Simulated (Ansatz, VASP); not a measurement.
## I: VASP beside Ansatz

```xyz
2
Lattice="4.2248 0.0000 0.0000 -2.1124 3.6588 0.0000 0.0000 0.0000 4.8169" Properties=species:S:1:pos:R:3 pbc="T T T"
I     0.0000    2.4392    1.2042
I     2.1124    1.2196    3.6127
```

Change from the starting cell: volume scaled by 0.96.

Alike in both runs: task single point; functional PBE; k mesh 15 × 15 × 8; occupations fermi-dirac, width 0.05 eV; no spin polarisation.

```csv
,VASP,Ansatz
version,VASP 6.6.1,Ansatz 0.2.0
potentials or method,"VASP PAW PBE potentials, release 64 (I), cutoff 520 eV","all-electron LAPW, scalar-relativistic"
```

|  | VASP | Ansatz | Ansatz less VASP |
| --- | --- | --- | --- |
| pressure (GPa) | 1.0 | 1.1 | +0.03 |
| largest component of the traceless stress (GPa) | 0.44 | 0.46 | +0.017 |

Ansatz ran all-electron here, so the differences hold the error of VASP's frozen core and of both bases.

Spin-orbit coupling is left out, which matters for the levels of I.
